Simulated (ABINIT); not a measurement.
# MgS (Niningerite) (Fm-3m) in ABINIT: a series of runs

The runs below take MgS (Niningerite) through band structure, equation of state, with r2SCAN, TB-mBJ, LDA, PBEsol.

All numbers are computed with ABINIT 10.8.3 (patched build); they aren't measurements. Logs are shortened: lines on timing, memory, paths and dates and some standing lists are left out, and cuts for length are marked. The log counts tension as positive stress, the text compression.

## (1) The crystal as given

It takes space group Fm-3m (No. 225, cubic). The conventional cell has a = 5.203 Å, b = 5.203 Å, c = 5.203 Å, α = 90.00°, β = 90.00°, γ = 90.00°. S (site symmetry m-3m) is surrounded by 6 Mg at 2.60 Å. Mg (site symmetry m-3m) has 6 S at 2.60 Å as nearest neighbours.

## (2) Band structure, r2SCAN

Contents of run.abi:

```
# Datasets: ground state, then fixed potential
ndtset 2

# Pseudopotentials
pp_dirpath "./"
pseudos "S.GGA_PBE-JTH.xml, Mg.GGA_PBE-JTH.xml"

# Structure
acell 6.9528480039 6.9528480039 6.9528480039
rprim
     0.0000000000     0.7071067812     0.7071067812
     0.7071067812     0.0000000000     0.7071067812
     0.7071067812     0.7071067812     0.0000000000
ntypat 2
znucl 16 12
natom 2
typat 1 2
xred
     0.5000000000     0.5000000000     0.5000000000
     0.0000000000     0.0000000000     0.0000000000

# Plane-wave basis
ecut 24.0
pawecutdg 46.0

# Exchange and correlation
ixc -497498
usekden 1
pawxcdev 0

# Bands and occupations
occopt 3
tsmear 0.00183747

# SCF cycle
nstep 100

# Output
iomode 3
prtwf 0
prteig 0
prtebands 0
prtden1 1
prtkden1 1

# Dataset 1
kptopt1 1
ngkpt1 9 9 9
nshiftk1 1
shiftk1 0.0 0.0 0.0
nband1 12
tolvrs1 1.0e-7

# Dataset 2: bands along G-X-W-K-G-L-U-W-L-K
iscf2 -2
getden2 1
getkden2 1
nband2 18
nbdbuf2 4
tolwfr2 1.0e-11
kptopt2 -9
ndivsm2 5
prteig2 1
prtvol2 -3
kptbounds2
     0.0000000000     0.0000000000     0.0000000000
     0.5000000000     0.0000000000     0.5000000000
     0.5000000000     0.2500000000     0.7500000000
     0.3750000000     0.3750000000     0.7500000000
     0.0000000000     0.0000000000     0.0000000000
     0.5000000000     0.5000000000     0.5000000000
     0.6250000000     0.2500000000     0.6250000000
     0.5000000000     0.2500000000     0.7500000000
     0.5000000000     0.5000000000     0.5000000000
     0.3750000000     0.3750000000     0.7500000000
```

Potentials or basis: JTH PAW PBE v2.0.

Launch:

```
abinit run.abi > log 2>&1
```

run.abo:

```text
.Version 10.8.3 of ABINIT
 DATASET    1 : space group Fm -3 m (#225); Bravais cF (face-center cubic)
================================================================================
 Values of the parameters that define the memory need for DATASET  1.
     intxc =       0    ionmov =       0      iscf =      17    lmnmax =       8
     lnmax =       4     mgfft =      32  mpssoang =       2    mqgrid =    3001
     natom =       2  nloc_mem =       2    nspden =       1   nspinor =       1
    nsppol =       1      nsym =      48    n1xccc =       1    ntypat =       2
    occopt =       3   xclevel =       2
       mpw =        1351          nfft =       32768          nkpt =          35
 PAW method is used; the additional fine FFT grid is defined by:
   mgfftf=        45    nfftf =     91125
================================================================================
================================================================================

 DATASET    2 : space group Fm -3 m (#225); Bravais cF (face-center cubic)
================================================================================
 Values of the parameters that define the memory need for DATASET  2.
     intxc =       0    ionmov =       0      iscf =      -2    lmnmax =       8
     lnmax =       4     mgfft =      32  mpssoang =       2    mqgrid =    3001
     natom =       2  nloc_mem =       2    nspden =       1   nspinor =       1
    nsppol =       1      nsym =      48    n1xccc =       1    ntypat =       2
    occopt =       3   xclevel =       2
       mpw =        1363          nfft =       32768          nkpt =          87
 PAW method is used; the additional fine FFT grid is defined by:
   mgfftf=        45    nfftf =     91125
================================================================================
================================================================================

--------------------------------------------------------------------------------
------------- Echo of variables that govern the present computation ------------
--------------------------------------------------------------------------------
 -outvars: echo values of preprocessed input variables --------
            acell      6.9528480039E+00  6.9528480039E+00  6.9528480039E+00 Bohr
              amu      3.20660000E+01  2.43050000E+01
             ecut      2.40000000E+01 Hartree
           getden1          0
           getden2          1
          getkden1          0
          getkden2          1
             iscf1         17
             iscf2         -2
              ixc     -497498
           jdtset        1    2
           kptopt1          1
           kptopt2         -9
         kptrlatt        9    0    0      0    9    0      0    0    9
          kptrlen1     6.25756320E+01
          kptrlen2     3.00000000E+01
            natom           2
            nband1         12
            nband2         18
           nbdbuf1          0
           nbdbuf2          4
           ndtset           2
           ndivsm1          0
           ndivsm2          5
            ngfft          32      32      32
          ngfftdg          45      45      45
             nkpt1         35
             nkpt2         87
            nstep         100
             nsym          48
           ntypat           2
           occopt           3
        pawecutdg      4.60000000E+01 Hartree
         pawxcdev           0
        prtebands           0
           prteig1          0
           prteig2          1
          prtkden           1
           prtvol1          0
           prtvol2         -3
            prtwf           0
            rprim      0.0000000000E+00  7.0710678120E-01  7.0710678120E-01
                       7.0710678120E-01  0.0000000000E+00  7.0710678120E-01
                       7.0710678120E-01  7.0710678120E-01  0.0000000000E+00
           shiftk1     0.00000000E+00  0.00000000E+00  0.00000000E+00
           shiftk2     5.00000000E-01  5.00000000E-01  5.00000000E-01
          spgroup         225
           tolvrs1     1.00000000E-07
           tolvrs2     0.00000000E+00
           tolwfr1     0.00000000E+00
           tolwfr2     1.00000000E-11
           tsmear      1.83747000E-03 Hartree
            typat      1  2
          usekden           1
           useylm           1
           xangst      2.6016499983E+00  2.6016499983E+00  2.6016499983E+00
                       0.0000000000E+00  0.0000000000E+00  0.0000000000E+00
            xcart      4.9164059722E+00  4.9164059722E+00  4.9164059722E+00
                       0.0000000000E+00  0.0000000000E+00  0.0000000000E+00
             xred      5.0000000000E-01  5.0000000000E-01  5.0000000000E-01
                       0.0000000000E+00  0.0000000000E+00  0.0000000000E+00
            znucl       16.00000   12.00000

================================================================================

 chkinp: Checking input parameters for consistency, jdtset=   1.

 chkinp: Checking input parameters for consistency, jdtset=   2.

[... 231 lines left out ...]
 Fine grid specifications (used for densities):

 getcut: wavevector=  0.0000  0.0000  0.0000  ngfft=  45  45  45
         ecut(hartree)=     46.000   => boxcut(ratio)=   2.07275
--------------------------------------------------------------------------------

================================================================================
 Non-SCF case, kpt    1 (  0.00000  0.00000  0.00000), residuals and eigenvalues=
  6.54E-12  7.88E-12  3.17E-12  7.28E-12  3.02E-12  2.65E-12  1.64E-12  4.41E-12
  7.31E-12  5.86E-12  3.64E-12  7.87E-12  1.69E-12  9.86E-12  1.66E-12  5.06E-12
  6.25E-12  1.29E-12
 -2.6679E+00 -1.3855E+00 -1.3855E+00 -1.3855E+00 -3.0129E-01  1.8315E-01
  1.8315E-01  1.8315E-01  3.5358E-01  4.9567E-01  4.9567E-01  4.9567E-01
  5.8295E-01  5.8295E-01  6.8095E-01  7.1412E-01  7.1412E-01  7.1412E-01
 Non-SCF case, kpt    2 (  0.03571  0.00000  0.03571), residuals and eigenvalues=
  6.73E-12  4.31E-12  2.34E-12  4.36E-12  3.60E-12  1.08E-12  4.55E-12  7.01E-12
  1.69E-12  2.36E-12  5.24E-12  8.48E-12  5.35E-12  9.68E-12  6.29E-12  6.28E-12
  6.20E-12  8.60E-12
[... 584 lines left out ...]
 Non-SCF case, kpt   86 (  0.38889  0.38889  0.72222), residuals and eigenvalues=
  6.26E-12  4.20E-12  8.51E-12  2.18E-12  3.35E-12  9.32E-12  1.30E-12  3.28E-12
  3.64E-12  1.23E-12  6.98E-12  4.04E-12  1.35E-12  4.13E-12  3.12E-08  6.88E-07
  7.57E-06  3.39E-05
 -2.6679E+00 -1.3857E+00 -1.3857E+00 -1.3856E+00 -2.3920E-01  4.5269E-02
  6.4863E-02  1.3460E-01  3.5835E-01  4.6786E-01  5.5378E-01  5.6941E-01
  6.5907E-01  6.9388E-01  8.4286E-01  8.8477E-01  9.0013E-01  9.0885E-01
 Non-SCF case, kpt   87 (  0.37500  0.37500  0.75000), residuals and eigenvalues=
  2.64E-12  8.43E-12  2.82E-12  4.03E-12  3.50E-12  3.79E-12  5.08E-12  1.23E-12
  1.52E-12  1.48E-12  6.10E-12  5.34E-12  9.01E-12  4.38E-12  7.60E-09  2.92E-07
  2.23E-06  9.72E-06
 -2.6679E+00 -1.3857E+00 -1.3857E+00 -1.3856E+00 -2.3829E-01  4.5329E-02
  6.5701E-02  1.3172E-01  3.5138E-01  4.5258E-01  5.6648E-01  5.8452E-01
  6.6068E-01  7.0428E-01  8.5469E-01  8.6899E-01  8.9335E-01  9.1900E-01

Result for kinetic energy density :

--------------------------------------------------------------------------------
 Total kinetic energy density [Ha/Bohr^3]
)     Maximum=    6.8134E-01  at reduced coord.    0.0000    0.0000    0.0000
)     Minimum=    3.1363E-03  at reduced coord.    0.2444    0.2444    0.2444
   Integrated=    8.0163E+00
--------------------------------------------------------------------------------

--- !ResultsGS
iteration_state: {dtset: 2, }
comment   : Summary of ground state results
lattice_vectors:
- [  0.0000000,   4.9164060,   4.9164060, ]
- [  4.9164060,   0.0000000,   4.9164060, ]
- [  4.9164060,   4.9164060,   0.0000000, ]
lattice_lengths: [   6.95285,    6.95285,    6.95285, ]
lattice_angles: [ 60.000,  60.000,  60.000, ] # degrees, (23, 13, 12)
lattice_volume:   2.3766937E+02
convergence: {deltae:  0.000E+00, res2:  0.000E+00, residm:  9.996E-12, diffor:  0.000E+00, }
etotal    :  -7.14042535E+01
entropy   :   0.00000000E+00
fermie    :   2.40299867E-01
cartesian_stress_tensor: null
pressure_GPa: null
xred      :
- [  5.0000E-01,   5.0000E-01,   5.0000E-01,  S]
- [  0.0000E+00,   0.0000E+00,   0.0000E+00, Mg]
cartesian_forces: null
force_length_stats: {min: null, max: null, mean: null, }
...

 Integrated electronic density in atomic spheres:
 ------------------------------------------------
 Atom  Sphere_radius  Integrated_density
    1        1.90380          3.65037959
    2        1.90158          8.17386244

================================================================================

 ----iterations are completed or convergence reached----

 Mean square residual over all n,k,spin=   45.787E-13; max=  99.958E-13
 reduced coordinates (array xred) for    2 atoms
       0.500000000000      0.500000000000      0.500000000000
       0.000000000000      0.000000000000      0.000000000000

 cartesian coordinates (angstrom) at end:
    1      2.60164999827625     2.60164999827625     2.60164999827625
    2      0.00000000000000     0.00000000000000     0.00000000000000
 length scales=  6.952848003900  6.952848003900  6.952848003900 bohr
              =  3.679288712040  3.679288712040  3.679288712040 angstroms
 Eigenvalues (hartree) for nkpt=  87  k points:
 kpt#   1, nband= 18, wtk=  1.00000, kpt=  0.0000  0.0000  0.0000 (reduced coord)
  -2.66790   -1.38552   -1.38552   -1.38552   -0.30129    0.18315    0.18315    0.18315
   0.35358    0.49567    0.49567    0.49567    0.58295    0.58295    0.68095    0.71412
   0.71412    0.71412
 kpt#   2, nband= 18, wtk=  1.00000, kpt=  0.0357  0.0000  0.0357 (reduced coord)
  -2.66790   -1.38552   -1.38552   -1.38552   -0.30066    0.17952    0.18205    0.18205
   0.35780    0.49198    0.49793    0.49793    0.57515    0.58376    0.68671    0.71567
   0.71567    0.72181
 kpt#   3, nband= 18, wtk=  1.00000, kpt=  0.0714  0.0000  0.0714 (reduced coord)
  -2.66790   -1.38553   -1.38553   -1.38553   -0.29876    0.16965    0.17887    0.17887
   0.36927    0.48214    0.50457    0.50457    0.55615    0.58619    0.70280    0.72034
   0.72034    0.74074
 kpt#   4, nband= 18, wtk=  1.00000, kpt=  0.1071  0.0000  0.1071 (reduced coord)
  -2.66790   -1.38555   -1.38553   -1.38553   -0.29566    0.15570    0.17397    0.17397
   0.38522    0.46860    0.51512    0.51512    0.53287    0.59019    0.72672    0.72820
   0.72820    0.76488
 kpt#   5, nband= 18, wtk=  1.00000, kpt=  0.1429  0.0000  0.1429 (reduced coord)
[... 317 lines left out ...]
   0.37789    0.47670    0.52180    0.55151    0.67294    0.68950    0.78269    0.86207
   0.88180    0.94361
 kpt#  85, nband= 18, wtk=  1.00000, kpt=  0.4028  0.4028  0.6944 (reduced coord)
  -2.66789   -1.38571   -1.38565   -1.38558   -0.24086    0.03806    0.07453    0.13815
   0.36730    0.47869    0.53845    0.55428    0.66449    0.68921    0.81445    0.88472
   0.88908    0.92381
 kpt#  86, nband= 18, wtk=  1.00000, kpt=  0.3889  0.3889  0.7222 (reduced coord)
  -2.66789   -1.38570   -1.38566   -1.38559   -0.23920    0.04527    0.06486    0.13460
   0.35835    0.46786    0.55378    0.56941    0.65907    0.69388    0.84286    0.88477
   0.90013    0.90885
 kpt#  87, nband= 18, wtk=  1.00000, kpt=  0.3750  0.3750  0.7500 (reduced coord)
  -2.66789   -1.38570   -1.38566   -1.38559   -0.23829    0.04533    0.06570    0.13172
   0.35138    0.45258    0.56648    0.58452    0.66068    0.70428    0.85469    0.86899
   0.89335    0.91900

== END DATASET(S) ==============================================================
================================================================================

 -outvars: echo values of variables after computation  --------
            acell      6.9528480039E+00  6.9528480039E+00  6.9528480039E+00 Bohr
           etotal1    -7.1404253493E+01
            fcart1    -0.0000000000E+00 -0.0000000000E+00 -0.0000000000E+00
                      -0.0000000000E+00 -0.0000000000E+00 -0.0000000000E+00
            rprim      0.0000000000E+00  7.0710678120E-01  7.0710678120E-01
                       7.0710678120E-01  0.0000000000E+00  7.0710678120E-01
                       7.0710678120E-01  7.0710678120E-01  0.0000000000E+00
           strten1    -4.9011933666E-06 -4.9011933666E-06 -4.9011933666E-06
                       0.0000000000E+00  0.0000000000E+00  0.0000000000E+00
           xangst      2.6016499983E+00  2.6016499983E+00  2.6016499983E+00
                       0.0000000000E+00  0.0000000000E+00  0.0000000000E+00
             xred      5.0000000000E-01  5.0000000000E-01  5.0000000000E-01
                       0.0000000000E+00  0.0000000000E+00  0.0000000000E+00
 Calculation completed.
```

It took 3.4 min on 1 thread of Intel Xeon Platinum 8259CL at 2.50GHz (Skylake/Cascade Lake), shared host; peak memory 0.15 GiB.

Results:

```
Free energy                                           : -1943.0087 eV
Pressure                                              : 0.1 GPa
Band gap on the k mesh                                : 3.61 eV, indirect (least direct gap 4.64 eV)
Band gap along the path                               : 3.48 eV, indirect (least direct gap 4.64 eV)
Valence electrons inside the program's atomic spheres : S 3.65; Mg 8.17
```

Levels at the corners of the path, in eV from the valence-band top:
```
point  band 6  band 7  band 8  band 9  band 10  band 11
    Γ    0.00    0.00    0.00    4.64     8.50     8.50
    X   -4.26   -1.72   -1.72    3.48     4.92    13.16
    W   -3.28   -3.28   -2.34    5.94     8.61     8.61
    K   -3.75   -3.20   -1.40    4.58     7.33    10.43
    Γ    0.00    0.00    0.00    4.64     8.50     8.50
    L   -4.87   -0.62   -0.62    5.22     7.52     7.52
    U   -3.75   -3.20   -1.40    4.58     7.33    10.43
    W   -3.28   -3.28   -2.34    5.94     8.61     8.61
    L   -4.87   -0.62   -0.62    5.22     7.52     7.52
    K   -3.75   -3.20   -1.40    4.58     7.33    10.43
```

Caveat: totals of a meta-GGA on PAW files have another zero than those of a GGA; the PAW data sets were made with another functional, which shifts forces and pressure a little; the mesh misses the band edges, which the band path finds closer together. r2SCAN opens gaps a little over a GGA but as a rule still falls short of measured ones.

## (3) Band structure, TB-mBJ

run.abi: that of step 2 with these lines changed.

```diff
@@ -5,3 +5,3 @@
 pp_dirpath "./"
-pseudos "S.GGA_PBE-JTH.xml, Mg.GGA_PBE-JTH.xml"
+pseudos "S.LDA_PW-JTH.xml, Mg.LDA_PW-JTH.xml"
 
@@ -26,3 +26,3 @@
 # Exchange and correlation
-ixc -497498
+ixc -208012
 usekden 1
@@ -36,2 +36,5 @@
 nstep 100
+diemix 0.3
+optforces 0
+optstress 0
```

Potentials or basis: JTH PAW LDA v2.0.

Launch:

```
abinit run.abi > log 2>&1
```

run.abo:

```text
.Version 10.8.3 of ABINIT
 DATASET    1 : space group Fm -3 m (#225); Bravais cF (face-center cubic)
================================================================================
 Values of the parameters that define the memory need for DATASET  1.
     intxc =       0    ionmov =       0      iscf =       7    lmnmax =       8
     lnmax =       4     mgfft =      32  mpssoang =       2    mqgrid =    3001
     natom =       2  nloc_mem =       2    nspden =       1   nspinor =       1
    nsppol =       1      nsym =      48    n1xccc =       1    ntypat =       2
    occopt =       3   xclevel =       2
       mpw =        1351          nfft =       32768          nkpt =          35
 PAW method is used; the additional fine FFT grid is defined by:
   mgfftf=        45    nfftf =     91125
================================================================================
================================================================================

 DATASET    2 : space group Fm -3 m (#225); Bravais cF (face-center cubic)
[... 1328 lines left out ...]
   0.37085    0.46159    0.57111    0.58755    0.67806    0.69128    0.85129    0.86971
   0.89493    0.93068

== END DATASET(S) ==============================================================
================================================================================

 -outvars: echo values of variables after computation  --------
            acell      6.9528480039E+00  6.9528480039E+00  6.9528480039E+00 Bohr
           etotal1    -6.2696447974E+01
            fcart1     9.9999999999E+99  9.9999999999E+99  9.9999999999E+99
                       9.9999999999E+99  9.9999999999E+99  9.9999999999E+99
            rprim      0.0000000000E+00  7.0710678120E-01  7.0710678120E-01
                       7.0710678120E-01  0.0000000000E+00  7.0710678120E-01
                       7.0710678120E-01  7.0710678120E-01  0.0000000000E+00
           strten1     9.9999999999E+99  9.9999999999E+99  9.9999999999E+99
                       9.9999999999E+99  9.9999999999E+99  9.9999999999E+99
           xangst      2.6016499983E+00  2.6016499983E+00  2.6016499983E+00
                       0.0000000000E+00  0.0000000000E+00  0.0000000000E+00
             xred      5.0000000000E-01  5.0000000000E-01  5.0000000000E-01
                       0.0000000000E+00  0.0000000000E+00  0.0000000000E+00
 Calculation completed.
```

Run time: 6.3 min. Hardware: 1 thread of Intel Xeon Platinum 8259CL at 2.50GHz (Skylake/Cascade Lake), shared host; peak memory 0.15 GiB.

Results:

```yaml
Band_gap_on_the_k_mesh: 4.09 eV, indirect (least direct gap 5.19 eV)
Band_gap_along_the_path: 3.97 eV, indirect (least direct gap 5.19 eV)
Valence_electrons_inside_the_program's_atomic_spheres: S 3.69; Mg 8.15
```

Levels at the corners of the path, in eV from the valence-band top:
```csv
point,band 5,band 6,band 7,band 8,band 9,band 10,band 11,band 12
Γ,-12.57,0.00,0.00,0.00,5.19,8.50,8.50,8.50
X,-11.01,-3.87,-1.56,-1.56,3.97,5.21,12.96,13.32
W,-10.98,-2.95,-2.95,-2.06,6.20,8.62,8.62,9.01
K,-11.02,-3.39,-2.86,-1.26,4.96,7.43,10.41,10.86
Γ,-12.57,0.00,0.00,0.00,5.19,8.50,8.50,8.50
L,-11.36,-4.40,-0.56,-0.56,5.54,7.62,7.62,11.75
U,-11.02,-3.39,-2.86,-1.26,4.96,7.43,10.41,10.86
W,-10.98,-2.95,-2.95,-2.06,6.20,8.62,8.62,9.01
L,-11.36,-4.40,-0.56,-0.56,5.54,7.62,7.62,11.75
K,-11.02,-3.39,-2.86,-1.26,4.96,7.43,10.41,10.86
```

Caveat: the constant c of TB-mBJ comes from the pseudo density here, which moves gaps by up to 0.3 eV between sets of potentials; the PAW data sets were made with another functional, which shifts forces and pressure a little; the mesh misses the band edges, which the band path finds closer together.

[end of part 1 of 2]
